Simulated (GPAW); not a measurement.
Crystal: CoO.

```xyz
4
Lattice="3.2044 1.8501 5.1329 -1.6022 0.9250 2.5665 0.0000 -1.8501 2.5665" Properties=species:S:1:pos:R:3 pbc="T T T"
Co    0.0000    0.0000    7.6915
Co    1.6022    0.9250   10.2580
O     0.0000    0.0000    5.7824
O     1.6022    0.9250    8.3489
```

Measurements of this composition are mostly on another form, of space group No. 225.

Base run:

* Program: GPAW 26.7.0
* Functional: PBEsol
* Potentials or basis: PAW data sets generated in the run's folder for this functional
* Cutoff: 800 eV
* Basis: pw
* k mesh: 4 × 7 × 7
* Occupations: fermi-dirac, width 0.05 eV
* Spin: collinear spin, antiferromagnetic start
* Starting moments: [3.5, -3.5, 0.0, 0.0] μB

Its results: band gap on the k mesh none (metal or under the smearing width); pressure -8.5 GPa; largest force 0.515 eV/Å.

Task: The run is repeated on the same cell with these changes: spin from collinear spin, antiferromagnetic start to no spin polarisation. What comes out?

Result: Band gap on the k mesh none (metal or under the smearing width); pressure -20.5 GPa; largest force 0.204 eV/Å.

Caveats: semilocal functionals often make such compounds metallic where correlation or magnetic order opens a gap, which also shifts bond lengths.
